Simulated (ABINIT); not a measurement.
ZrSe2:

```
CELL_PARAMETERS angstrom
3.79800 0.00000 0.00000
-1.89900 3.28916 0.00000
0.00000 0.00000 6.19200
ATOMIC_POSITIONS crystal
Zr 0.00000 0.00000 0.00000
Se 0.66667 0.33333 0.75000
Se 0.33333 0.66667 0.25000
```

Base run:

```yaml
Program: ABINIT 10.8.3 (patched build)
Functional: RPBE
Potentials_or_basis: JTH PAW PBE v2.0
Cutoff: 463 eV
k_mesh: 8 × 8 × 5
Occupations: fermi-dirac, width 0.05 eV
Spin: no spin polarisation
```

Its results: band gap on the k mesh 0.46 eV, indirect (least direct gap 1.10 eV); pressure 3.9 GPa; largest force 0.341 eV/Å.

Task: After a change of settings the same cell gave: band gap on the k mesh 0.45 eV, indirect (least direct gap 1.09 eV); pressure 3.4 GPa; largest force 0.321 eV/Å. Which change was it?
A. functional from RPBE to AM05
B. functional from RPBE to revPBE
C. functional from RPBE to LDA; potentials or basis from JTH PAW PBE v2.0 to JTH PAW LDA v2.0
D. functional from RPBE to PBEsol; k mesh from 8 × 8 × 5 to 6 × 6 × 4

Result: B.

Caveats: the PAW data sets were made with another functional, which shifts forces and pressure a little; this functional lacks dispersion, which binds the layers, so the pressure and a relaxed spacing across them are unreliable.

Runs at the PBE level aren't shown here.
